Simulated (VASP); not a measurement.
## HgSe: band structure with PBE

The system is HgSe.

```
CELL_PARAMETERS angstrom
0.00000 3.07281 3.07281
3.07281 0.00000 3.07281
3.07281 3.07281 0.00000
ATOMIC_POSITIONS crystal
Hg 0.00000 0.00000 0.00000
Se 0.25000 0.25000 0.25000
```

```yaml
Program: VASP 6.6.1
Task: band structure
Functional: PBE
Potentials_or_basis: VASP PAW PBE potentials, release 64 (Hg, Se)
Cutoff: 520 eV
k_mesh: 10 × 10 × 10
Occupations: gaussian, width 0.03 eV
Spin: spin-orbit coupling, no magnetisation
Further_INCAR_settings: ALGO = Normal; EDIFF = 1e-06; NBANDS = 30
```

* Pressure: 2.6 GPa
* Valence electrons inside the program's atomic spheres: Hg 10.50; Se 3.79

Run time: 97 s on 4 MPI ranks on Intel(R) Xeon(R) Platinum 8488C (Sapphire Rapids), with other jobs on the host, peak memory 0.51 GiB a rank.
